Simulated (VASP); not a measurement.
# SiNi (Pnma) in VASP: a series of runs

One crystal, SiNi, is run at these levels: LDA, PBEsol, PBE; tasks: phonons.

Everything below comes from runs of VASP 6.6.1. Logs are shortened: lines on timing, memory, paths and dates and some standing lists are left out, and cuts for length are marked.

## Step 1: Starting point

Symmetry: Pnma, No. 62, orthorhombic system. The conventional cell has a = 5.046 Å, b = 3.338 Å, c = 5.477 Å, α = 90.00°, β = 90.00°, γ = 90.00°. Around Si (site symmetry m) lie 6 Ni at 2.24 to 2.36 Å. Around Ni (site symmetry m) lie 6 Si at 2.24 to 2.36 Å.

## Step 2: Phonons, LDA

The input, POSCAR:

```
SiNi
1.0
    5.0455955271     -0.0000000000      0.0000000000
    0.0000000000      3.3384141196      0.0000000000
    0.0000000000      0.0000000000      5.4774959030
  Si              Ni
     4     4
Direct
     0.3200192369551240    0.7500000000000000    0.0873579260265253
     0.1799807630448760    0.2500000000000000    0.5873579260265253
     0.8200192369551240    0.7500000000000000    0.4126420739734747
     0.6799807630448760    0.2500000000000000    0.9126420739734747
     0.0093173044139561    0.2500000000000000    0.1878120437528257
     0.4906826955860439    0.7500000000000000    0.6878120437528257
     0.5093173044139561    0.2500000000000000    0.3121879562471743
     0.9906826955860439    0.7500000000000000    0.8121879562471743
```

The input, INCAR.step1:

```
SYSTEM = SiNi
PREC = Accurate ; ENCUT = 600
EDIFF = 1E-8 ; ISMEAR = 1
SIGMA = 0.2 ; LREAL = .False.
LASPH = .True. ; NELM = 80
ALGO = Normal ; ISIF = 3
LWAVE = .False. ; LCHARG = .False.
KPAR = 4 ; IBRION = 2
NSW = 40 ; EDIFFG = -0.002
```

The input, INCAR.step2:

```
SYSTEM = SiNi
PREC = Accurate ; ENCUT = 600
EDIFF = 1E-8 ; ISMEAR = 1
SIGMA = 0.2 ; LREAL = .False.
LASPH = .True. ; NELM = 80
ALGO = Normal ; ISIF = 2
LWAVE = .False. ; LCHARG = .False.
KPAR = 4 ; IBRION = 6
NFREE = 2 ; POTIM = 0.015
NSW = 1
```

The input, KPOINTS:

```
Automatic mesh
0
Gamma
  10 14 10
  0 0 0
```

Potentials or basis: VASP PAW LDA potentials, release 64 (Si, Ni).

The run is started by

```sh
> cat potpaw_LDA.64/Si/POTCAR potpaw_LDA.64/Ni/POTCAR > POTCAR
> cp INCAR.step1 INCAR
> mpirun -np 4 vasp_std > vasp.out
> cp CONTCAR POSCAR
> cp INCAR.step2 INCAR
> mpirun -np 4 vasp_std > vasp.out
```

OUTCAR:

```text
SYSTEM = SiNi
   PREC = Accurate
   ENCUT = 600
   EDIFF = 1E-8
   ISMEAR = 1
   LREAL = .False.
   LASPH = .True.
   NELM = 80
   ISIF = 2
   IBRION = 6
   NFREE = 2
   POTIM = 0.015
   NSW = 1

 ion  position               nearest neighbor table
   1  0.320  0.750  0.087-   8 2.24   7 2.28   7 2.28   6 2.35   5 2.36   5 2.36   4 2.64   4 2.64
                             3 3.10   3 3.10
   2  0.180  0.250  0.587-   7 2.24   8 2.28   8 2.28   5 2.35   6 2.36   6 2.36   3 2.64   3 2.64
                             4 3.10   4 3.10
   3  0.820  0.750  0.413-   6 2.24   5 2.28   5 2.28   8 2.35   7 2.36   7 2.36   2 2.64   2 2.64
                             1 3.10   1 3.10
   4  0.680  0.250  0.913-   5 2.24   6 2.28   6 2.28   7 2.35   8 2.36   8 2.36   1 2.64   1 2.64
                             2 3.10   2 3.10
   5  0.009  0.250  0.187-   4 2.24   3 2.28   3 2.28   2 2.35   1 2.36   1 2.36   7 2.63   7 2.63
                             8 2.64   8 2.64
   6  0.491  0.750  0.687-   3 2.24   4 2.28   4 2.28   1 2.35   2 2.36   2 2.36   8 2.63   8 2.63
                             7 2.64   7 2.64
   7  0.509  0.250  0.313-   2 2.24   1 2.28   1 2.28   4 2.35   3 2.36   3 2.36   5 2.63   5 2.63
                             6 2.64   6 2.64
   8  0.991  0.750  0.813-   1 2.24   2 2.28   2 2.28   3 2.35   4 2.36   4 2.36   6 2.63   6 2.63
                             5 2.64   5 2.64

  LATTYP: Found a simple orthorhombic cell.
 ALAT       =     3.3259173938
 B/A-ratio  =     1.5237473829
 C/A-ratio  =     1.6455552002

  Lattice vectors:

 A1 = (   0.0000000000,  -3.3259173938,   0.0000000000)
 A2 = (   5.0678579244,   0.0000000000,   0.0000000000)
 A3 = (   0.0000000000,   0.0000000000,   5.4729806629)

Analysis of symmetry for initial positions (statically):
=====================================================================
 Subroutine PRICEL returns:
 Original cell was already a primitive cell.

 Routine SETGRP: Setting up the symmetry group for a
 simple orthorhombic supercell.

 Subroutine GETGRP returns: Found  8 space group operations
 (whereof  2 operations were pure point group operations)
 out of a pool of  8 trial point group operations.

The static configuration has the point symmetry S_2 .
 The point group associated with its full space group is D_2h.

Analysis of symmetry for dynamics (positions and initial velocities):
=====================================================================
 Subroutine PRICEL returns:
 Original cell was already a primitive cell.

 Routine SETGRP: Setting up the symmetry group for a
 simple orthorhombic supercell.

 Subroutine GETGRP returns: Found  8 space group operations
 (whereof  2 operations were pure point group operations)
 out of a pool of  8 trial point group operations.

The dynamic configuration has the point symmetry S_2 .
 The point group associated with its full space group is D_2h.

 Subroutine INISYM returns: Found  8 space group operations
 (whereof  2 operations are pure point group operations),
 and found     1 'primitive' translations

----------------------------------------------------------------------------------------

                                     Primitive cell

  volume of cell :      92.2486

  direct lattice vectors                    reciprocal lattice vectors
     5.067857924  0.000000000  0.000000000     0.197322027  0.000000000  0.000000000
     0.000000000  3.325917394  0.000000000     0.000000000  0.300668923  0.000000000
     0.000000000  0.000000000  5.472980663     0.000000000  0.000000000  0.182715793

  length of vectors
[... 117 lines left out ...]
  Thomas-Fermi vector in A             =   2.510514
   LORBIT       =      0    0 simple, 1 ext, 2 COOP (PROOUT), +10 PAW based schemes
   GGA     = CA    functional components
   LHFCALC =     F    Hartree Fock is set to
   AEXX    =    0.0000 exact exchange contribution
   IVDW    =     0    specifies the selected vdW correction
   LEPSILON=     F    determine dielectric tensor
   LRPA    =     F    only Hartree local field effects (RPA)
 finite differences with symmetry
 non-spin polarized calculation
 Methfessel and Paxton  Order N= 1 SIGMA  =   0.20
  energy-cutoff  :      600.00
  volume of cell :       92.25
 maximum number of plane-waves:      3112
   NGX = 21   NGY = 13   NGZ = 21

--------------------------------------- Ionic step        1  -------------------------------------------

 number of electron      56.0000010 magnetization

 Free energy of the ion-electron system (eV)
  ---------------------------------------------------
  ext. energy  EPLUGINS =         0.00000000
  ---------------------------------------------------
  free energy    TOTEN  =       -55.06645987 eV

  energy without entropy =      -55.06758775  energy(sigma->0) =      -55.06683583

------------------------ aborting loop because EDIFF is reached ----------------------------------------

  FORCE on cell =-STRESS in cart. coord.  units (eV):
  Direction    XX          YY          ZZ          XY          YZ          ZX
  --------------------------------------------------------------------------------------
  -------------------------------------------------------------------------------------
  Total       -0.0126678     -0.0233488     -0.0143492      0.0000000      0.0000000      0.0000000
  in kB       -0.2200148     -0.4055222     -0.2492171      0.0000000      0.0000000      0.0000000
  external PRESSURE =      -0.2915847 kB  Pullay stress =       0.0000000 kB
[... 107 lines left out ...]
  FREE ENERGIE OF THE ION-ELECTRON SYSTEM (eV)
  ---------------------------------------------------
  free  energy   TOTEN  =       -55.0651395836 eV

  energy  without entropy=      -55.0663008430  energy(sigma->0) =      -55.06552667

[... ionic steps 4 to 10 ...]

--------------------------------------- Ionic step       11  -------------------------------------------

 number of electron      56.0000011 magnetization

------------------------ aborting loop because EDIFF is reached ----------------------------------------
[... 79 lines left out ...]
--------------------------------------- Ionic step       13  -------------------------------------------

 number of electron      56.0000008 magnetization

 Free energy of the ion-electron system (eV)
  ---------------------------------------------------
  ext. energy  EPLUGINS =         0.00000000
  ---------------------------------------------------
  free energy    TOTEN  =       -55.06506123 eV

  energy without entropy =      -55.06629755  energy(sigma->0) =      -55.06547334

 E-fermi :  11.0271     XC(G=0): -12.6527

 val. band max:       11.0231933879   @ k =   0.0000   0.2857   0.1000
 cond. band min:      11.0298923757   @ k =   0.4000  -0.2143  -0.3000
 fundamental gap:      0.0066989877
 Fermi energy:        11.0271377047

 k-point     1 :       0.0000    0.0000    0.0000
  band No.  band energies     occupation
      1      -2.3265      2.00000
      2       1.2740      2.00000
      3       2.4050      2.00000
      4       3.0580      2.00000
      5       4.2219      2.00000
      6       4.7483      2.00000
[... 853 lines left out ...]
     32      13.4823     -0.00000
     33      14.3356     -0.00000

 [... further k-points ...]
[... 5 lines left out ...]
  --------------------------------------------------------------------------------------
  -------------------------------------------------------------------------------------
  Total        0.0258101     -0.0651839     -0.0756357      0.0000000      0.0000000      0.0450888
  in kB        0.4482702     -1.1321164     -1.3136443      0.0000000      0.0000000      0.7831034
  external PRESSURE =      -0.6658302 kB  Pullay stress =       0.0000000 kB
[... 23 lines left out ...]
  FREE ENERGIE OF THE ION-ELECTRON SYSTEM (eV)
  ---------------------------------------------------
  free  energy   TOTEN  =       -55.0650612296 eV

  energy  without entropy=      -55.0662975487  energy(sigma->0) =      -55.06547334

 INTERNAL STRAIN TENSORS FROM DISPLACED ATOMS
 ============================================

 INTERNAL STRAIN TENSOR FOR ION    1 for displacements in x,y,z  (eV/Angst):
          X           Y           Z          XY          YZ          ZX
  --------------------------------------------------------------------------------
  x    -3.51915     0.61843    -2.28357     0.00000     0.00000    -3.30179
  y    -0.00000    -0.00000    -0.00000     1.29124     5.78799     0.00000
  z    -3.49671     7.34674    -6.69023     0.00000     0.00000    -0.02236

 INTERNAL STRAIN TENSOR FOR ION    8 for displacements in x,y,z  (eV/Angst):
          X           Y           Z          XY          YZ          ZX
  --------------------------------------------------------------------------------
  x     2.51340    -0.33841     3.05546     0.00000     0.00000     2.11678
  y    -0.00000     0.00000     0.00000     0.95791    -2.56756    -0.00000
  z     1.78223    -3.58824    -4.95799     0.00000     0.00000     2.85129

 Eigenvectors and eigenvalues of the dynamical matrix
 ----------------------------------------------------

   1 f  =   12.536173 THz    78.767096 2PiTHz  418.161712 cm-1    51.845421 meV
             X         Y         Z           dx          dy          dz
      1.621995  2.494438  0.474515    -0.427459    0.000000   -0.216142
      0.911933  0.831479  3.211006    -0.427459   -0.000000    0.216142
      4.155924  2.494438  2.261975     0.427459    0.000000   -0.216142
      3.445862  0.831479  4.998465     0.427459    0.000000    0.216142
      0.047170  0.831479  1.025364    -0.141812   -0.000000   -0.021229
      2.486759  2.494438  3.761855    -0.141812   -0.000000    0.021229
      2.581099  0.831479  1.711126     0.141812   -0.000000   -0.021229
      5.020688  2.494438  4.447616     0.141812   -0.000000    0.021229
[... 243 lines left out ...]
  24 f/i=    0.001390 THz     0.008736 2PiTHz    0.046376 cm-1     0.005750 meV
             X         Y         Z           dx          dy          dz
      1.621995  2.494438  0.474515    -0.000020    0.000000    0.284512
      0.911933  0.831479  3.211006     0.000020    0.000000    0.284512
      4.155924  2.494438  2.261975     0.000020    0.000000    0.284512
      3.445862  0.831479  4.998465    -0.000020    0.000000    0.284512
      0.047170  0.831479  1.025364     0.000006    0.000000    0.411161
      2.486759  2.494438  3.761855    -0.000006    0.000000    0.411161
      2.581099  0.831479  1.711126    -0.000006    0.000000    0.411161
      5.020688  2.494438  4.447616     0.000006    0.000000    0.411161

 ELASTIC MODULI CONTR FROM IONIC RELAXATION (kBar)
 Direction    XX          YY          ZZ          XY          YZ          ZX
 --------------------------------------------------------------------------------
 XX        -180.3558    161.0395   -240.7209      0.0000      0.0000     -0.0000
 YY         161.0395   -406.8968    238.8523     -0.0000     -0.0000     -0.0000
 ZZ        -240.7209    238.8523   -627.3426      0.0000     -0.0000     -0.0000
 XY           0.0000     -0.0000      0.0000    -11.1229      0.0000     -0.0000
 YZ           0.0000     -0.0000     -0.0000      0.0000   -218.4211     -0.0000
 ZX          -0.0000     -0.0000     -0.0000     -0.0000     -0.0000   -101.0266
 --------------------------------------------------------------------------------
```

Wall time 2 h (4 MPI ranks of Intel Xeon Platinum 8488C (Sapphire Rapids), shared host); peak memory 3 GiB.

What came out:

```yaml
Highest_phonon_frequency_at_Γ_LO-TO_splitting_left_out: 418 cm⁻¹
```

The path:
```
step  energy change (eV)  largest force (eV/Å)  pressure (GPa)  volume (Å³)
   1              0.0000                0.0169           -0.02        92.26
   2             -0.0010                0.0191            0.00        92.24
   3             -0.0012                0.0211            0.02        92.23
   4             -0.0012                0.0209            0.02        92.23
   5             -0.0013                0.0094           -0.04        92.25
   6             -0.0013                0.0102           -0.05        92.26
   7             -0.0013                0.0071            0.07        92.20
   8             -0.0013                0.0070            0.07        92.20
   9             -0.0014                0.0057            0.01        92.23
  10             -0.0014                0.0074           -0.03        92.24
  11             -0.0014                0.0059            0.02        92.23
  12             -0.0014                0.0057            0.02        92.23
  13             -0.0014                0.0024           -0.01        92.24
  14             -0.0014                0.0019           -0.01        92.25
```

Phonon frequencies in cm⁻¹ (negative: imaginary):
| q point | frequencies |
| --- | --- |
| (0.000, 0.000, 0.000) | 0 0 0 158 179 193 210 210 227 229 232 269 291 303 308 311 336 345 352 360 378 401 404 418 |

(Continued in part 2 of 2.)
